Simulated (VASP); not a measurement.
A run of VASP 6.6.1:

File INCAR:

```
SYSTEM = Zn
  PREC = Accurate
  ENCUT = 600
  EDIFF = 1E-7
  ISMEAR = 1
  SIGMA = 0.1
  LREAL = .FALSE.
  LASPH = .TRUE.
  NELM = 80
  ALGO = Normal
  ISIF = 4
  LWAVE = .FALSE.
  LCHARG = .FALSE.
  METAGGA = R2SCAN
  LMIXTAU = .TRUE.
  IBRION = 2
  NSW = 40
  EDIFFG = -0.01
```

File KPOINTS:

```
regular mesh
0
G
  18 18 8
  0 0 0
```

File POSCAR:

```
Zn                                      
1.0
    2.5946953071      0.0000000000      0.0000000000
   -1.2973476536      2.2470720511      0.0000000000
    0.0000000000      0.0000000000      5.0285249550
  Zn            
     2
Direct
     0.3333333332999970    0.6666666667000030    0.2500000000000000
     0.6666666667000030    0.3333333332999970    0.7500000000000000
```

Potentials or basis: VASP PAW PBE potentials, release 64 (Zn).

Run with:

```console
$ cat potpaw_PBE.64/Zn/POTCAR > POTCAR
$ mpirun -np 1 vasp_std > vasp.out
```

Hardware: 1 thread of AMD EPYC 9R45 96-Core Processor (Zen 5) (shared host).

Problem. How long does it take, and how much memory?

Solution. Wall time 6.8 min on 1 thread of AMD EPYC 9R45 96-Core Processor (Zen 5), on a shared host, peak memory 0.2 GiB. Counts: scf iterations 22, k points 185, ion steps 1.
